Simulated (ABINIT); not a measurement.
The system is Pb.

```
Pb
1.0
     0.00000    2.47502    2.47502
     2.47502    0.00000    2.47502
     2.47502    2.47502    0.00000
Pb
1
Direct
  0.00000 0.00000 0.00000
```

Base run:

| Quantity | Value |
| --- | --- |
| Program | ABINIT 10.8.3 (patched build) |
| Functional | PW91 |
| Potentials or basis | JTH PAW PBE v2.0 |
| Cutoff | 707 eV |
| k mesh | 9 × 9 × 9 |
| Occupations | fermi-dirac, width 0.05 eV |
| Spin | no spin polarisation |

Its results: band gap on the k mesh none (metal or under the smearing width); pressure 1.8 GPa.

Problem. The run is repeated on the same cell with these changes: functional from PW91 to LDA. What comes out?

Solution. Band gap on the k mesh none (metal or under the smearing width); pressure -2.5 GPa.

LDA binds more tightly than PW91, so the same cell stands under less pressure.

Caveats: the PAW data sets were made with another functional, which shifts forces and pressure a little.
